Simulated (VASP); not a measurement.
Input of a VASP 6.6.1 run:

The input INCAR:

```
SYSTEM = W
PREC     = Accurate       ! precision mode
ENCUT    = 520            ! plane-wave cutoff, eV
EDIFF    = 1E-7           ! SCF threshold, eV
ISMEAR   = 1              ! smearing method
SIGMA    = 0.1            ! smearing width, eV
LREAL    = .FALSE.        ! projectors in reciprocal space
LASPH    = .TRUE.         ! aspherical terms in the spheres
NELM     = 100            ! most SCF steps
ALGO     = Normal         ! electronic algorithm
ISIF     = 2              ! what is computed and relaxed
LWAVE    = .FALSE.        ! write WAVECAR
LCHARG   = .TRUE.         ! write CHGCAR
GGA      = PS             ! functional
LVHAR    = .TRUE.
```

File KPOINTS:

```
regular mesh
0
G
  18 18 18
  0 0 0
```

POSCAR

```
W                                       
1.0
   -1.5782940811      1.5782940811      1.5782940811
    1.5782940811     -1.5782940811      1.5782940811
    1.5782940811      1.5782940811     -1.5782940811
  W             
     1
Direct
     0.0000000000000000    0.0000000000000000    0.0000000000000000
```

Potentials or basis: VASP PAW PBE potentials, release 64 (W_sv).

Launch:

```bash
$ cat potpaw_PBE.64/W_sv/POTCAR > POTCAR
$ mpirun -np 1 vasp_std > vasp.out
```

Question: Predict the band gap on the k mesh.

Answer: None (metal or under the smearing width).

Question: Estimate the pressure.

Answer: -0.1 GPa.

Caveat: the PAW data sets were made with another functional, which shifts forces and pressure a little. Spin-orbit coupling is left out, which matters for the levels of W.
